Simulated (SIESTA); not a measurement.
Runs of SIESTA 5.4.2 on Ag. The cell holds a slab with vacuum, 6 atoms: a = 2.930 Å, b = 2.930 Å, c = 26.975 Å, α = 90.00°, β = 90.00°, γ = 120.00°. The slab is cut from a database's or a generator's crystal, which needn't be the stable form of the element.

```tsv
level	potentials or basis	gap on the mesh (eV)	largest force (eV/Å)
PBEsol	PseudoDojo 0.4 standard (PBEsol files), DZP (energy shift 0.003 Ry; two zetas on semicore shells)	none	0.34
RPBE	PseudoDojo 0.4 standard (PBE files), DZP (energy shift 0.003 Ry; two zetas on semicore shells)	none	0.17
AM05	PseudoDojo 0.4 standard (PBEsol files), DZP (energy shift 0.003 Ry; two zetas on semicore shells)	none	0.32
revPBE	PseudoDojo 0.4 standard (PBE files), DZP (energy shift 0.003 Ry; two zetas on semicore shells)	none	(a)
WC	PseudoDojo 0.4 standard (PBEsol files), DZP (energy shift 0.003 Ry; two zetas on semicore shells)	none	0.32
```

Alike in all rows: task single point; no spin polarisation; cell as given; k mesh 10 × 10 × 1; smearing fermi-dirac 0.05 eV; grid cutoff 800 Ry; energy shift 0.003 Ry.

Q: Estimate the missing entries.

A: (a) 0.11.

Caveats: the basis of atomic orbitals isn't converged, which shifts pressures, moduli and gaps; the potentials were made for another functional, which shifts forces and pressure (some runs).

A k mesh can miss the band edges, and the runs leave out spin-orbit coupling on Ag.

A gap of «none» marks a metal or a gap under the smearing width.
